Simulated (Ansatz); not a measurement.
Zinc-blende InN (metastable phase) was calculated with r²SCAN in Ansatz (PAW).

Settings: plane-wave cutoff 560 eV, 12×12×12 k mesh, Fermi–Dirac smearing 0.01 eV, scalar-relativistic PAW data made under PBE.

Cell (relaxed at this level):

```
CELL_PARAMETERS angstrom
      0.00000     2.49955     2.49955
      2.49955     0.00000     2.49955
      2.49955     2.49955     0.00000
ATOMIC_POSITIONS crystal
  In 0.00000 0.00000 0.00000
  N  0.25000 0.25000 0.25000
```

Task: Predict the bulk modulus and pressure derivative B′ of the bulk modulus.

Result: 
- bulk modulus = 140 GPa
- pressure derivative B′ of the bulk modulus = 4.5

The run finds no gap.

Note: the gap of the solid is closed in this run; this level leaves the solid without a gap, although one is measured.

Spin–orbit coupling is not included; it can open a gap where bands touch, and shift volumes and moduli.

The computed numbers hold no vibrational or temperature effects.

The result took about 70 core-seconds (a rough figure).

Ansatz is a program for electronic structure.
